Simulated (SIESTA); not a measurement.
Wanted: the native input for a SIESTA 5.4.2 run.

```
Task                : band structure
Functional          : PBEsol
Potentials or basis : PseudoDojo 0.4 standard (PBEsol files)
Basis               : DZP (energy shift 0.003 Ry; two zetas on semicore shells)
Grid cutoff         : 800 Ry
Energy shift        : 0.003 Ry
k mesh              : 11 × 11 × 6
Occupations         : fermi-dirac, width 0.05 eV
Spin                : no spin polarisation
```

Pt:

```xyz
2
Lattice="2.7607 0.0000 0.0000 -1.3803 2.3908 0.0000 0.0000 0.0000 4.7921" Properties=species:S:1:pos:R:3 pbc="T T T"
Pt    0.0000    1.5939    1.1980
Pt    1.3803    0.7969    3.5941
```

This isn't the form of Pt at room conditions, which is fcc.

One way to write it, as run:

Pt.fdf

```
SystemName                      Pt
SystemLabel                     Pt
NumberOfSpecies                 1
NumberOfAtoms                   2
%block ChemicalSpeciesLabel
  1  78 Pt
%endblock ChemicalSpeciesLabel

LatticeConstant                 1.0 Ang
%block LatticeVectors
     2.7606656158     0.0000000000     0.0000000000
    -1.3803328079     2.3908065546     0.0000000000
     0.0000000000     0.0000000000     4.7921340000
%endblock LatticeVectors
AtomicCoordinatesFormat         Fractional
%block AtomicCoordinatesAndAtomicSpecies
     0.3333333333     0.6666666667     0.2500000000  1  Pt
     0.6666666667     0.3333333333     0.7500000000  1  Pt
%endblock AtomicCoordinatesAndAtomicSpecies

%block kgrid.MonkhorstPack
   11   0   0  0.0
    0  11   0  0.0
    0   0   6  0.0
%endblock kgrid.MonkhorstPack
XC.Functional                   GGA
XC.Authors                      PBEsol
PAO.BasisSize                   DZP
PAO.EnergyShift                 0.003 Ry
Mesh.Cutoff                     800 Ry
OccupationFunction              FD
ElectronicTemperature           0.05 eV
MaxSCFIterations                120
SCF.MustConverge                false
SCF.Mixer.Method                Pulay
SCF.Mixer.Weight                0.25
SCF.Mixer.History               8
SCF.DM.Tolerance                5.0e-05
SCF.H.Tolerance                 1.0e-03 eV
WriteForces                     true
Charge.Mulliken                 end
BandLinesScale                  ReciprocalLatticeVectors
%block BandLines
    1    0.000000   0.000000   0.000000  \Gamma
   11    0.500000   0.000000   0.000000  M
    7    0.333333   0.333333   0.000000  K
   13    0.000000   0.000000   0.000000  \Gamma
    6    0.000000   0.000000   0.500000  A
   11    0.500000   0.000000   0.500000  L
    7    0.333333   0.333333   0.500000  H
   13    0.000000   0.000000   0.500000  A
    1    0.500000   0.000000   0.500000  L
    6    0.500000   0.000000   0.000000  M
    1    0.333333   0.333333   0.000000  K
    6    0.333333   0.333333   0.500000  H
%endblock BandLines
%block PAO.Basis
  Pt 5
  n=5 0 2
    2.732 0.000
  n=6 0 2
    7.268 0.000
  n=5 1 2
    3.260 0.000
  n=6 1 1
    7.268
  n=5 2 2
    5.669 0.000
%endblock PAO.Basis
```

Potentials or basis: PseudoDojo 0.4 standard (PBEsol files), DZP (energy shift 0.003 Ry; two zetas on semicore shells).

Command:

```bash
$ siesta < Pt.fdf > Pt.out 2>&1
```

Results of the run:

The pressure is -8.7 GPa and the band gap on the k mesh is none (metal or under the smearing width).

Caveat: short orbitals over semicore shells can move pressures by several GPa; spin-orbit coupling is left out, which moves the levels of the heavy elements; the basis of atomic orbitals isn't converged, which shifts pressures, moduli and gaps.

Run time: 49 s on 1 thread of Arm Neoverse V2, with other jobs on the host, peak memory 0.29 GiB.
